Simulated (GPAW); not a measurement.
# HfN (Fm-3m) in GPAW: a series of runs

One crystal, HfN, is run at these levels: PBE; tasks: single point.

All numbers are computed with GPAW 26.7.0; they aren't measurements. Logs are shortened: lines on timing, memory, paths and dates and some standing lists are left out, and cuts for length are marked. The log counts tension as positive stress, the text compression.

## 1. The crystal as given

The structure is cubic, space group Fm-3m (No. 225). The conventional cell has a = 4.512 Å, b = 4.512 Å, c = 4.512 Å, α = 90.00°, β = 90.00°, γ = 90.00°. Hf (site symmetry m-3m) is surrounded by 6 N at 2.26 Å. Around N (site symmetry m-3m) lie 6 Hf at 2.26 Å.

## 2. Single point, PBE

run.py

```python
from ase.dft.bandgap import bandgap
from ase.io import read, write
from ase.units import GPa
from gpaw import GPAW, PW

atoms = read('POSCAR')

calc = GPAW(mode=PW(800),
            xc='PBE',
            kpts={'size': (10, 10, 10), 'gamma': True},
            occupations={'name': 'methfessel-paxton', 'order': 0, 'width': 0.015},
            nbands=19,
            convergence={'density': 1e-05, 'energy': 1e-05},
            maxiter=150,
            txt='gpaw.txt')
atoms.calc = calc
energy = atoms.get_potential_energy()
forces = atoms.get_forces()
stress = atoms.get_stress()
calc.write('gs.gpw')
write('result.traj', atoms)
print(f'Energy: {energy:.6f} eV')
print('Forces (eV/A):')
print(forces.round(4))
print('Stress (GPa):', (stress / GPa).round(3))
print('Fermi level:', round(calc.get_fermi_level(), 4), 'eV')
print(f'Gap: {bandgap(calc)[0]:.4f} eV, direct: {bandgap(calc, direct=True)[0]:.4f} eV')
```

POSCAR

```
HfN
1.0
    0.0000000000      2.2560000000      2.2560000000
    2.2560000000      0.0000000000      2.2560000000
    2.2560000000      2.2560000000      0.0000000000
Hf N
1 1
Direct
    0.0000000000      0.0000000000      0.0000000000
    0.5000000000      0.5000000000      0.5000000000
```

Potentials or basis: GPAW PAW data sets (gpaw-data 1.2.1), pw.

Command:

```
$ OMP_NUM_THREADS=1 python run.py
```

gpaw.txt:

```text
__  _  _
 | _ |_)|_||  |
 |__||  | ||/\| - 26.7.0

Input parameters:
  mode=PW(ecut=800.0),
  convergence={'density': 1e-05, 'energy': 1e-05},
  kpts=MonkhorstPack(size=(10, 10, 10), gamma=True),
  maxiter=150,
  nbands=19,
  occupations=Occupations(name='methfessel-paxton', order=0, width=0.015),
  xc=XC(name='PBE')

Diagonalizing LCAO Hamiltonian
Converting LCAO to pw mode

              N

       Hf

Atoms  # Å, Bohr magnetons
|   | symbol |        x |        y |        z |    initial magnetic moments |
|---|--------|----------|----------|----------|-----------------------------|
| 0 |     Hf | 0.000000 | 0.000000 | 0.000000 | ( 0.0000,  0.0000,  0.0000) |
| 1 |      N | 2.256000 | 2.256000 | 2.256000 | ( 0.0000,  0.0000,  0.0000) |

Unit cell  # Å
| periodic |        x |        y |        z |  lengths |    angles |
|----------|----------|----------|----------|----------|-----------|
|      yes | 0.000000 | 2.256000 | 2.256000 | 3.190466 | 60.000000 |
|      yes | 2.256000 | 0.000000 | 2.256000 | 3.190466 | 60.000000 |
|      yes | 2.256000 | 2.256000 | 0.000000 | 3.190466 | 60.000000 |

Number of symmetries: 48
Symmetry operations  # r_c * U_cc + t_c -> r_c
|    | kind |            matrix            |
|----|------|------------------------------|
|  0 |  σ   |  1, 0, 0,  1, 0,-1,  1,-1, 0 |
|  1 |  C2  |  1, 0, 0,  1,-1, 0,  1, 0,-1 |
|  2 |  E   |  1, 0, 0,  0, 1, 0,  0, 0, 1 |
|  3 |  σ   |  1, 0, 0,  0, 0, 1,  0, 1, 0 |
|  4 |  C4  |  1, 0,-1,  1, 0, 0,  1,-1, 0 |
|  5 |  S6  |  1, 0,-1,  1,-1, 0,  1, 0, 0 |
|  6 |  σ   |  1, 0,-1,  0, 1,-1,  0, 0,-1 |
|  7 |  C3  |  1, 0,-1,  0, 0,-1,  0, 1,-1 |
|  8 |  S6  |  1,-1, 0,  1, 0, 0,  1, 0,-1 |
|  9 |  C4  |  1,-1, 0,  1, 0,-1,  1, 0, 0 |
| 10 |  C3  |  1,-1, 0,  0,-1, 1,  0,-1, 0 |
| 11 |  σ   |  1,-1, 0,  0,-1, 0,  0,-1, 1 |
| 12 |  σ   |  0, 1, 0,  1, 0, 0,  0, 0, 1 |
| 13 |  C4  |  0, 1, 0,  0, 1,-1, -1, 1, 0 |
| 14 |  C3  |  0, 1, 0,  0, 0, 1,  1, 0, 0 |
| 15 |  S6  |  0, 1, 0, -1, 1, 0,  0, 1,-1 |
| 16 |  C2  |  0, 1,-1,  1, 0,-1,  0, 0,-1 |
| 17 |  σ   |  0, 1,-1,  0, 1, 0, -1, 1, 0 |
| 18 |  S4  |  0, 1,-1,  0, 0,-1,  1, 0,-1 |
| 19 |  C4  |  0, 1,-1, -1, 1, 0,  0, 1, 0 |
| 20 |  C3  |  0, 0, 1,  1, 0, 0,  0, 1, 0 |
| 21 |  σ   |  0, 0, 1,  0, 1, 0,  1, 0, 0 |
| 22 |  S6  |  0, 0, 1,  0,-1, 1, -1, 0, 1 |
| 23 |  C4  |  0, 0, 1, -1, 0, 1,  0,-1, 1 |
| 24 |  S4  |  0, 0,-1,  1, 0,-1,  0, 1,-1 |
| 25 |  C3  |  0, 0,-1,  0, 1,-1,  1, 0,-1 |
| 26 |  C2  |  0, 0,-1,  0,-1, 0, -1, 0, 0 |
| 27 |  S6  |  0, 0,-1, -1, 0, 0,  0,-1, 0 |
| 28 |  S4  |  0,-1, 1,  1,-1, 0,  0,-1, 0 |
| 29 |  C4  |  0,-1, 1,  0, 0, 1, -1, 0, 1 |
| 30 |  C2  |  0,-1, 1,  0,-1, 0,  1,-1, 0 |
| 31 |  σ   |  0,-1, 1, -1, 0, 1,  0, 0, 1 |
| 32 |  C3  |  0,-1, 0,  1,-1, 0,  0,-1, 1 |
| 33 |  S6  |  0,-1, 0,  0, 0,-1, -1, 0, 0 |
| 34 |  S4  |  0,-1, 0,  0,-1, 1,  1,-1, 0 |
| 35 |  C2  |  0,-1, 0, -1, 0, 0,  0, 0,-1 |
| 36 |  C2  | -1, 1, 0,  0, 1, 0,  0, 1,-1 |
| 37 |  S6  | -1, 1, 0,  0, 1,-1,  0, 1, 0 |
| 38 |  S4  | -1, 1, 0, -1, 0, 1, -1, 0, 0 |
| 39 |  C3  | -1, 1, 0, -1, 0, 0, -1, 0, 1 |
| 40 |  S6  | -1, 0, 1,  0, 0, 1,  0,-1, 1 |
| 41 |  C2  | -1, 0, 1,  0,-1, 1,  0, 0, 1 |
| 42 |  C3  | -1, 0, 1, -1, 1, 0, -1, 0, 0 |
| 43 |  S4  | -1, 0, 1, -1, 0, 0, -1, 1, 0 |
| 44 |  C2  | -1, 0, 0,  0, 0,-1,  0,-1, 0 |
| 45 |  i   | -1, 0, 0,  0,-1, 0,  0, 0,-1 |
| 46 |  σ   | -1, 0, 0, -1, 1, 0, -1, 0, 1 |
| 47 |  C2  | -1, 0, 0, -1, 0, 1, -1, 1, 0 |

BZ-sampling:
  Number of BZ points: 1000
  Number of IBZ points: 47

  Monkhorst-Pack size: [10, 10, 10]
  Monkhorst-Pack shift: [0.05, 0.05, 0.05]

K-points  # in reciprocal-cell coordinates
|     |                                coordinates |     weight |
|-----|--------------------------------------------|------------|
|   0 | (  0.00000000,   0.00000000,   0.00000000) | 0.00100000 |
|   1 | (  0.10000000,   0.10000000,   0.00000000) | 0.00600000 |
|   2 | (  0.10000000,   0.10000000,   0.10000000) | 0.00800000 |
|   3 | (  0.20000000,   0.10000000,   0.10000000) | 0.01200000 |
|   4 | (  0.20000000,   0.20000000,   0.00000000) | 0.00600000 |
|   5 | (  0.20000000,   0.20000000,   0.10000000) | 0.02400000 |
|   6 | (  0.20000000,   0.20000000,   0.20000000) | 0.00800000 |
|   7 | (  0.30000000,   0.20000000,   0.10000000) | 0.02400000 |
|   8 | (  0.30000000,   0.20000000,   0.20000000) | 0.02400000 |
|   9 | (  0.30000000,   0.30000000,   0.00000000) | 0.00600000 |
| ... |                                            |            |
|  46 | (  0.50000000,   0.50000000,   0.50000000) | 0.00400000 |

Plane wave coefficients: 1243
Cutoff: 800.0 eV

Spin-components: 1 (collinear spins)
Bands:           19
Projectors:      11
Spin-degeneracy: 2
Datatype:        complex128

Parallelization:
  kpt:    1
  domain: 1
  band:   1

Density:
  Valence electrons: 17.0
  Components: 1
  Grid points: [21 21 21]
  Charge: 0.0  # |e|

Potential:
  Grid points: [21 21 21]

species:
  Hf:
    name:    Hafnium
    Z:       72.0
    valence: 12
    core:    60
    charge:  0.0  # [|e|]
    compensation charges:
      type: gauss
      rc: 0.41  # [Å]
      lmax: 2
    cutoffs:
      filter: 2.36  # [Å]
      core: 4.02  # [Å]
    projectors
    | kind |    occ | energy [eV] | rcut [Å] |
    |------|--------|-------------|----------|
    |   5s |  2.000 |     -66.831 |    1.397 |
    |   6s |  2.000 |      -5.097 |    1.397 |
    |   5p |  6.000 |     -35.599 |    1.307 |
    |   6p |  0.000 |      -1.401 |    1.307 |
    |   5d |  2.000 |      -2.699 |    1.334 |
    |    d |        |      24.513 |    1.334 |

    Using partial waves for Hf as LCAO basis

  N:
    name:    Nitrogen
    Z:       7.0
    valence: 5
    core:    2
    charge:  0.0  # [|e|]
    compensation charges:
      type: gauss
      rc: 0.18  # [Å]
      lmax: 2
    cutoffs:
      filter: 1.11  # [Å]
      core: 0.96  # [Å]
    projectors
    | kind |    occ | energy [eV] | rcut [Å] |
    |------|--------|-------------|----------|
    |   2s |  2.000 |     -18.583 |    0.603 |
    |   2p |  3.000 |      -7.089 |    0.529 |
    |    s |        |       8.629 |    0.603 |
    |    p |        |      20.123 |    0.529 |
    |    d |        |       0.000 |    0.577 |

    Using partial waves for N as LCAO basis

Reference energy: -411367.836780  # eV

eigensolver:
  PPCG
  Converge bands: occupied
  niter=2

density mixing:
  MSR1-Mixer
  Pratt-step length: 0.05
  Maximum mixing coefficient: 0.75
  Old densities: 10
  SVD Regularization: 0.005
  Good broyden scale: 1.0
  Trust region scale: 1.0
  Backstep threshold: 4.0
  History deletion threshold: 6.0
  Fourier metric: weight=20.0, sigma=0.015

occupation numbers:
  Methfessel-Paxton:
    width: 0.0150  # eV
    order: 0

poisson solver:
  ecut: 6400.0  # eV

xc functional:
  name: PBE with 2 nearest neighbor stencil

convergence criteria:
[... 6 lines left out ...]
|iter     | |      energy | eigst |  dens |
|---------|-|-------------|-------|-------|
|iter:   1| |  -21.102773 | +0.03 |       |
|iter:   2| |  -20.553657 | -2.41 | -0.90 |
|iter:   3| |  -19.280557 | -1.48 | -0.96 |
|iter:   4| |  -19.286188 | -3.06 | -1.61 |
|iter:   5| |  -19.294603 | -3.28 | -1.83 |
|iter:   6| |  -19.294468 | -5.23 | -2.93 |
|iter:   7| |  -19.294475c| -6.53 | -3.51 |
|iter:   8| |  -19.294476c| -7.29 | -4.05 |
|iter:   9| |  -19.294476c| -8.89c| -5.25c|

Converged in 9 steps
Energy contributions relative to reference atoms: (reference = -411367.836780)

Energy contributions:
  Kinetic:          24.037165
  Coulomb:         -23.876779
  Zero:             -0.250311
  External:          0.000000
  Xc:              -19.204519
  Entropy:          -0.000064
  Spinorbit:         0.000000
  ----------------------------
  Free energy:     -19.294507
  Extrapolated:    -19.294476

dipole moment: (-16.324545, -16.324545, -16.324545)  # |e|*Ang

Fermi level: 14.016
Eigenvalues  # (at kpt = [0.000, 0.000, 0.000])
| band index |      eig [eV] | occ [0-2] |
|------------|---------------|-----------|
|          0 |       -48.609 |     2.000 |
|        ... |               |           |
|          3 |       -17.205 |     2.000 |
|          4 |        -3.546 |     2.000 |
|          5 |        10.948 |     2.000 |
|          6 |        10.948 |     2.000 |
|          7 |        10.948 |     2.000 |
|          8 |        13.616 |     2.000 |
|          9 |        13.616 |     2.000 |
|         10 |        13.616 |     2.000 |
|         11 |        15.833 |     0.000 |
|         12 |        15.937 |     0.000 |
|         13 |        15.937 |     0.000 |
|         14 |        23.685 |     0.000 |
|         15 |        38.522 |     0.000 |
|         16 |        38.522 |     0.000 |
|         17 |        38.522 |     0.000 |
|         18 |        40.378 |     0.000 |

No gap
No difference between direct/indirect transitions

Forces  # eV/Ang
|        x |        y |        z |
|----------|----------|----------|
|  0.00000 | -0.00000 | -0.00000 |  # Hf   0
| -0.00000 |  0.00000 |  0.00000 |  # N    1

Stress tensor  # eV/Ang^3
|         x |         y |         z |
|-----------|-----------|-----------|
| -0.041874 |  0.000000 |  0.000000 |
|  0.000000 | -0.041874 | -0.000000 |
|  0.000000 | -0.000000 | -0.041874 |

# Writing to gs.gpw (mode='')
```

It took 18 s on 1 thread of Arm Neoverse V2, shared host; peak memory 0.16 GiB.

Results:

```yaml
Free_energy: -19.2945 eV
Pressure: 6.7 GPa
Band_gap_on_the_k_mesh: none (metal or under the smearing width)
```

Levels at points of the mesh, in eV from the Fermi level:
```tsv
k point	band 7	band 8	band 9	band 10	band 11	band 12
(0.00, 0.00, 0.00)	-3.07	-3.07	-0.40	-0.40	-0.40	1.82
(0.50, 0.50, 0.00)	-3.87	-3.75	-3.75	4.06	5.48	5.48
(0.50, 0.50, 0.50)	-6.26	-6.26	3.24	3.66	3.66	4.41
```

Spin-orbit coupling is left out, which matters for the levels of Hf.

## 3. Single point, PBE

Edit run.py of step 2 so:

```diff
@@ -1,3 +1,4 @@
+from ase import Atoms
 from ase.dft.bandgap import bandgap
-from ase.io import read, write
+from ase.io import write
 from ase.units import GPa
@@ -5,3 +6,9 @@
 
-atoms = read('POSCAR')
+atoms = Atoms(['Hf', 'N'],
+              cell=[[0.0, 2.256, 2.256],
+                    [2.256, 0.0, 2.256],
+                    [2.256, 2.256, 0.0]],
+              scaled_positions=[[0.0, 0.0, 0.0],
+                                [0.5, 0.5, 0.5]],
+              pbc=True)
 
@@ -10,3 +17,3 @@
             kpts={'size': (10, 10, 10), 'gamma': True},
-            occupations={'name': 'methfessel-paxton', 'order': 0, 'width': 0.015},
+            occupations={'name': 'methfessel-paxton', 'order': 0, 'width': 0.016},
             nbands=19,
```

Potentials or basis: GPAW PAW data sets (gpaw-data 1.2.1), pw.

Command:

```
$ OMP_NUM_THREADS=1 python run.py
```

It took 18 s on 1 thread of Arm Neoverse V2, shared host; peak memory 0.16 GiB.

Results (log left out):

```yaml
Free_energy: -19.2945 eV
Pressure: 6.7 GPa
Band_gap_on_the_k_mesh: none (metal or under the smearing width)
```

Levels at points of the mesh, in eV from the Fermi level:
| k point | band 5 | band 6 | band 7 | band 8 | band 9 | band 10 | band 11 | band 12 | band 13 | band 14 |
| --- | --- | --- | --- | --- | --- | --- | --- | --- | --- | --- |
| (0.00, 0.00, 0.00) | -17.56 | -3.07 | -3.07 | -3.07 | -0.40 | -0.40 | -0.40 | 1.82 | 1.92 | 1.92 |
| (0.50, 0.50, 0.00) | -16.49 | -5.49 | -3.87 | -3.75 | -3.75 | 4.06 | 5.49 | 5.49 | 5.59 | 8.06 |
| (0.50, 0.50, 0.50) | -14.84 | -8.95 | -6.26 | -6.26 | 3.24 | 3.66 | 3.66 | 4.42 | 8.79 | 8.79 |

Spin-orbit coupling is left out, which matters for the levels of Hf.

## 4. Single point, PBE

Edit run.py of step 3 so:

```diff
@@ -17,3 +17,3 @@
             kpts={'size': (10, 10, 10), 'gamma': True},
-            occupations={'name': 'methfessel-paxton', 'order': 0, 'width': 0.016},
+            occupations={'name': 'methfessel-paxton', 'order': 0, 'width': 0.017},
             nbands=19,
```

Command:

```
$ OMP_NUM_THREADS=1 python run.py
```

Wall time 18 s (1 thread of Arm Neoverse V2, shared host); peak memory 0.16 GiB.

It converged, with:

| Quantity | Value |
| --- | --- |
| Free energy | -19.2945 eV |
| Pressure | 6.7 GPa |
| Band gap on the k mesh | none (metal or under the smearing width) |

Levels at points of the mesh, in eV from the Fermi level:
```tsv
k point	band 5	band 6	band 7	band 8	band 9	band 10	band 11	band 12	band 13	band 14
(0.00, 0.00, 0.00)	-17.56	-3.07	-3.07	-3.07	-0.40	-0.40	-0.40	1.82	1.92	1.92
(0.50, 0.50, 0.00)	-16.49	-5.49	-3.87	-3.75	-3.75	4.06	5.49	5.49	5.59	8.06
(0.50, 0.50, 0.50)	-14.84	-8.95	-6.26	-6.26	3.24	3.67	3.67	4.42	8.80	8.80
```

## 5. Single point, PBE

run.py

```python
from ase.dft.bandgap import bandgap
from ase.io import read, write
from ase.units import GPa
from gpaw import GPAW, PW

atoms = read('HfN.xyz')

calc = GPAW(mode=PW(800),
            xc='PBE',
            kpts={'size': (10, 10, 10), 'gamma': True},
            occupations={'name': 'methfessel-paxton', 'order': 0, 'width': 0.018000000000000002},
            nbands=19,
            convergence={'density': 1e-05, 'energy': 1e-05},
            maxiter=150,
            txt='gpaw.txt')
atoms.calc = calc
energy = atoms.get_potential_energy()
forces = atoms.get_forces()
stress = atoms.get_stress()
calc.write('gs.gpw')
write('result.traj', atoms)
print(f'Energy: {energy:.6f} eV')
print('Forces (eV/A):')
print(forces.round(4))
print('Stress (GPa):', (stress / GPa).round(3))
print('Fermi level:', round(calc.get_fermi_level(), 4), 'eV')
print(f'Gap: {bandgap(calc)[0]:.4f} eV, direct: {bandgap(calc, direct=True)[0]:.4f} eV')
```

HfN.xyz

```xyz
2
Lattice="0.0000000000 2.2560000000 2.2560000000 2.2560000000 0.0000000000 2.2560000000 2.2560000000 2.2560000000 0.0000000000" Properties=species:S:1:pos:R:3 pbc="T T T"
Hf     0.0000000000      0.0000000000      0.0000000000
N      2.2560000000      2.2560000000      2.2560000000
```

Command:

```
$ OMP_NUM_THREADS=1 python run.py
```

It took 18 s on 1 thread of Arm Neoverse V2, shared host; peak memory 0.16 GiB.

The run converged. Its results:

- Free energy: -19.2945 eV
- Pressure: 6.7 GPa
- Band gap on the k mesh: none (metal or under the smearing width)

Levels at points of the mesh, in eV from the Fermi level:
```
           k point  band 6  band 7  band 8  band 9  band 10  band 11  band 12  band 13
(0.00, 0.00, 0.00)   -3.07   -3.07   -3.07   -0.40    -0.40    -0.40     1.82     1.92
(0.50, 0.50, 0.00)   -5.49   -3.87   -3.75   -3.75     4.06     5.49     5.49     5.59
(0.50, 0.50, 0.50)   -8.95   -6.25   -6.25    3.24     3.67     3.67     4.42     8.80
```

The run has no spin-orbit coupling, so splittings on Hf are missing.

## 6. Single point, PBE

Edit run.py of step 5 so:

```diff
@@ -10,3 +10,3 @@
             kpts={'size': (10, 10, 10), 'gamma': True},
-            occupations={'name': 'methfessel-paxton', 'order': 0, 'width': 0.018000000000000002},
+            occupations={'name': 'methfessel-paxton', 'order': 0, 'width': 0.019000000000000003},
             nbands=19,
```

HfN.xyz is that of step 5.

Potentials or basis: GPAW PAW data sets (gpaw-data 1.2.1), pw.

Command:

```
$ OMP_NUM_THREADS=1 python run.py
```

Run time: 18 s. Hardware: 1 thread of Arm Neoverse V2, shared host; peak memory 0.16 GiB.

Results (log left out):

* Free energy: -19.2945 eV
* Pressure: 6.7 GPa
* Band gap on the k mesh: none (metal or under the smearing width)

Levels at points of the mesh, in eV from the Fermi level:
| k point | band 5 | band 6 | band 7 | band 8 | band 9 | band 10 | band 11 | band 12 | band 13 | band 14 |
| --- | --- | --- | --- | --- | --- | --- | --- | --- | --- | --- |
| (0.00, 0.00, 0.00) | -17.56 | -3.07 | -3.07 | -3.07 | -0.40 | -0.40 | -0.40 | 1.82 | 1.92 | 1.92 |
| (0.50, 0.50, 0.00) | -16.48 | -5.49 | -3.87 | -3.75 | -3.75 | 4.06 | 5.49 | 5.49 | 5.59 | 8.06 |
| (0.50, 0.50, 0.50) | -14.84 | -8.95 | -6.25 | -6.25 | 3.24 | 3.67 | 3.67 | 4.42 | 8.80 | 8.80 |

Spin-orbit coupling is left out, which matters for the levels of Hf.

## 7. Summary

```csv
smearing,gap on the mesh (eV),pressure (GPa)
gaussian 0.015 eV,none,6.7
gaussian 0.016 eV,none,6.7
gaussian 0.017 eV,none,6.7
gaussian 0.018 eV,none,6.7
gaussian 0.019 eV,none,6.7
```

Alike in all rows: task single point; level PBE; potentials or basis GPAW PAW data sets (gpaw-data 1.2.1), pw; no spin polarisation; cell as given; k mesh 10 × 10 × 10; cutoff (eV) 800.

Every run on the cell as given and a fine mesh finds a metal.

Total energies depend on the potentials used, so only differences within one code and one set of settings carry meaning.
